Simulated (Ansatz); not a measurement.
# Cl: pressure up to the limit of the methods

The task here is to estimate one member of a computed series from the others.

Computed with Ansatz 0.2.0 (DFT PBE, with the methods named in each step, unless a step's input says otherwise).

1 further run of the same task is left out (set aside as unsound or not needed).

### The system as given

Symmetry: Im-3m, No. 229, cubic system. The conventional cell has a = 3.530 Å, b = 3.530 Å, c = 3.530 Å, α = 90.00°, β = 90.00°, γ = 90.00°. Cl (site symmetry m-3m) has 8 Cl at 3.06 Å as nearest neighbours.

Structure file:

```cif
data_structure
_symmetry_space_group_name_H-M 'Im-3m'
_symmetry_Int_Tables_number 229
_cell_length_a 3.5303
_cell_length_b 3.5303
_cell_length_c 3.5303
_cell_angle_alpha 90.000
_cell_angle_beta 90.000
_cell_angle_gamma 90.000
_cell_volume 44.00
loop_
_atom_site_label
_atom_site_type_symbol
_atom_site_symmetry_multiplicity
_atom_site_Wyckoff_symbol
_atom_site_fract_x
_atom_site_fract_y
_atom_site_fract_z
_atom_site_occupancy
Cl1 Cl 2 a 0.00000 0.00000 0.00000 1
```

The file gives the conventional cell by its symmetry; the runs use the cell typed in the input.

Whether this phase is the stable one at these pressures isn't tested.

Set-up of the first run:

The input, input.yaml:

```yaml
crystal:
  lattice:
    - [-1.7651741677, 1.7651741677, 1.7651741677]
    - [1.7651741677, -1.7651741677, 1.7651741677]
    - [1.7651741677, 1.7651741677, -1.7651741677]
  atoms:
    - { symbol: Cl, position: [0.0, 0.0, 0.0] }
kpoints:
  mp_grid: { grid: [17, 17, 17] }
scf:
  occupations: { method: fermi_dirac, width: 0.1 }
hamiltonian:
  xc: pbe
  pseudopotentials: { kind: paw }
output:
  forces: true
  stress: true
  write_density: true
  write_potential: true
  elf: true
  volumetric_format: npy
relax:
  f_tol: 0.005
  max_steps: 40
  cell: {}
```

Launch:

```console
$ ansatz run input.yaml --threads 1 --pin off --max-ram 2048MiB --backend cpu --events-out ev --progress --plain --runs-dir out
```

Steps of the session up to this table: Cell relaxed at zero pressure, PAW; Volume scaled by 1, PAW; Volume scaled by 1, PAW (level accurate); Volume scaled by 0.9, PAW; Volume scaled by 0.8, PAW; Volume scaled by 0.7, PAW; Volume scaled by 0.7, PAW (core large); Volume scaled by 0.6, PAW; Volume scaled by 0.5, PAW; Volume scaled by 0.4, PAW; Volume scaled by 0.4, PAW (partial_waves polarizable).

One of the session's tables, all rows but one given; the rest of the session is left out.

| method | volume over the first | volume (Å³/atom) | pressure (GPa) |
| --- | --- | --- | --- |
| PAW | 1 | 21.601 | 0.01 |
| PAW | 0.9 | ? | ? |
| PAW | 0.8 | 17.281 | 12.04 |
| PAW | 0.7 | 15.120 | 26.83 |
| PAW | 0.6 | 12.960 | 55.39 |
| PAW | 0.5 | 10.800 | 113.17 |
| PAW | 0.4 | 8.640 | 237.82 |
| PAW (core large) | 0.7 | 15.120 | 26.83 |
| PAW (level accurate) | 1 | 21.601 | 0.01 |
| PAW (partial_waves polarizable) | 0.4 | 8.640 | 237.82 |

Estimate the missing values for PAW, 0.9.

The run gave: volume (Å³/atom): 19.441; pressure (GPa): 4.19. In the column «volume (Å³/atom)» it lies between PAW, 0.8 (17.281) and PAW, 1 (21.601).
